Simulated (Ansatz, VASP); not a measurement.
## Two plane-wave programs on Si5O2H12 (Si with 2 oxygen neighbours)

File INCAR:

```
PREC = Accurate
ENCUT = 520
EDIFF = 1E-6
ISMEAR = 0
SIGMA = 0.02
LREAL = Auto
LASPH = True
NELM = 100
ALGO = Normal
ISIF = 2
LWAVE = False
LCHARG = False
GGA = PE
NBANDS = 37
```

Contents of KPOINTS:

```
regular mesh
0
Gamma
  1 1 1
```

The input POSCAR:

```
Si5H12O2
1.0
   15.0000000000      0.0000000000      0.0000000000
    0.0000000000     15.0000000000      0.0000000000
    0.0000000000      0.0000000000     15.0000000000
Si O H
5 2 12
Direct
    0.4925215322      0.5255163260      0.4994503994
    0.4012598201      0.5904497292      0.6103911632
    0.5355106072      0.6250306682      0.3849887494
    0.6819875693      0.4442125085      0.5390410081
    0.3774250494      0.3533093553      0.4652900581
    0.5811302033      0.4866675787      0.5523436706
    0.4395031642      0.4429535415      0.4491288951
    0.3791965730      0.5243430282      0.6818068145
    0.4488419607      0.6676168415      0.6519652212
    0.3161679098      0.6238605859      0.5704546541
    0.5906189395      0.5785768041      0.3159814921
    0.4542936598      0.6625953366      0.3409432072
    0.5886031972      0.7006196040      0.4226571476
    0.6756040357      0.3478257897      0.5147888958
    0.7306208835      0.4930791974      0.4669885197
    0.7308273522      0.4539639776      0.6250487199
    0.3320616270      0.3316950573      0.3795387874
    0.3092514574      0.3709839703      0.5358981622
    0.4345744486      0.2767001000      0.4932944445
```

Input for Ansatz:

```yaml
crystal:
  lattice:
    - [15.0, 0.0, 0.0]
    - [0.0, 15.0, 0.0]
    - [0.0, 0.0, 15.0]
  atoms:
    - { symbol: Si, position: [0.4925215322, 0.525516326, 0.4994503994] }
    - { symbol: Si, position: [0.4012598201, 0.5904497292, 0.6103911632] }
    - { symbol: Si, position: [0.5355106072, 0.6250306682, 0.3849887494] }
    - { symbol: O, position: [0.5811302033, 0.4866675787, 0.5523436706] }
    - { symbol: Si, position: [0.6819875693, 0.4442125085, 0.5390410081] }
    - { symbol: O, position: [0.4395031642, 0.4429535415, 0.4491288951] }
    - { symbol: Si, position: [0.3774250494, 0.3533093553, 0.4652900581] }
    - { symbol: H, position: [0.379196573, 0.5243430282, 0.6818068145] }
    - { symbol: H, position: [0.4488419607, 0.6676168415, 0.6519652212] }
    - { symbol: H, position: [0.3161679098, 0.6238605859, 0.5704546541] }
    - { symbol: H, position: [0.5906189395, 0.5785768041, 0.3159814921] }
    - { symbol: H, position: [0.4542936598, 0.6625953366, 0.3409432072] }
    - { symbol: H, position: [0.5886031972, 0.700619604, 0.4226571476] }
    - { symbol: H, position: [0.6756040357, 0.3478257897, 0.5147888958] }
    - { symbol: H, position: [0.7306208835, 0.4930791974, 0.4669885197] }
    - { symbol: H, position: [0.7308273522, 0.4539639776, 0.6250487199] }
    - { symbol: H, position: [0.332061627, 0.3316950573, 0.3795387874] }
    - { symbol: H, position: [0.3092514574, 0.3709839703, 0.5358981622] }
    - { symbol: H, position: [0.4345744486, 0.2767001, 0.4932944445] }
scf:
  occupations: { method: gaussian, width: 0.02 }
output:
  forces: true
  stress: false
  eigenvalues: true
  core_levels: { shells: { Si: "2p" } }
kpoints:
  mp_grid: { grid: [1, 1, 1] }
hamiltonian:
  xc: pbe
```

Alike in both runs: task single point; functional PBE; k mesh 1 × 1 × 1; occupations gaussian, width 0.02 eV; no spin polarisation.

|  | VASP | Ansatz |
| --- | --- | --- |
| version | VASP 6.6.1 | Ansatz 0.2.0 |
| potentials or method | VASP PAW PBE potentials, release 64 (Si, O, H) | scalar-relativistic, plane waves, PAW |
| plane-wave cutoff (eV) | 520 | 420 |
| valence electrons in the cell | 44 | 44 |

```csv
,VASP,Ansatz,Ansatz less VASP
gap on the k mesh at the Fermi level (eV),4.54,4.54,0.000
least direct gap on the mesh (eV),4.54,4.54,0.000
rms of the force components (eV/Å),0.020,0.006,-0.0141
```
